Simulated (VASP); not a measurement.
Crystal: ZnS (Wurtzite-2H).

```
Zn S
1.0
     3.81100    0.00000    0.00000
    -1.90550    3.30042    0.00000
     0.00000    0.00000    6.23400
Zn S
2 2
Direct
  0.33333 0.66667 0.00000
  0.66667 0.33333 0.50000
  0.33333 0.66667 0.38500
  0.66667 0.33333 0.88500
```

| Item | Value |
| --- | --- |
| Program | VASP 6.6.1 |
| Task | relaxation of cell and atoms |
| Functional | PBE |
| Dispersion | D3(BJ) |
| Potentials or basis | VASP PAW PBE potentials, release 64 (Zn, S) |
| Cutoff | 600 eV |
| k mesh | 9 × 9 × 5 |
| Occupations | gaussian, width 0.03 eV |
| Spin | no spin polarisation |

At the start: pressure -0.3 GPa; volume 19.60 Å³/atom.

Question: How do energy, volume and symmetry change on relaxing?

Answer: Over 10 steps the energy falls by 5.7 meV/atom and the volume is 19.49 Å³/atom (-0.6 %); space group P6_3mc (No. 186, to 0.05 Å).

Step by step:
| step | energy change (eV) | largest force (eV/Å) | pressure (GPa) | volume (Å³) |
| --- | --- | --- | --- | --- |
| 1 | 0.0000 | 0.3257 | -0.28 | 78.41 |
| 2 | -0.0168 | 0.1050 | -0.05 | 78.01 |
| 3 | -0.0170 | 0.0705 | 0.01 | 77.96 |
| 4 | -0.0202 | 0.0442 | -0.07 | 77.92 |
| 5 | -0.0223 | 0.0401 | 0.11 | 77.79 |
| 6 | -0.0228 | 0.0129 | 0.10 | 77.83 |
| 7 | -0.0228 | 0.0104 | -0.03 | 78.04 |
| 8 | -0.0229 | 0.0017 | 0.08 | 77.93 |
| 9 | -0.0229 | 0.0039 | -0.07 | 77.98 |
| 10 | -0.0229 | 0.0008 | 0.01 | 77.95 |

Final structure:
```yaml
crystal:
  lattice:
    - [3.79807, 0.00000, 0.00000]
    - [-1.89904, 3.28923, 0.00000]
    - [0.00000, 0.00000, 6.23973]
  atoms:
    - { symbol: Zn, position: [0.33333, 0.66667, 0.00556] }
    - { symbol: Zn, position: [0.66667, 0.33333, 0.50556] }
    - { symbol: S, position: [0.33333, 0.66667, 0.37944] }
    - { symbol: S, position: [0.66667, 0.33333, 0.87944] }
```
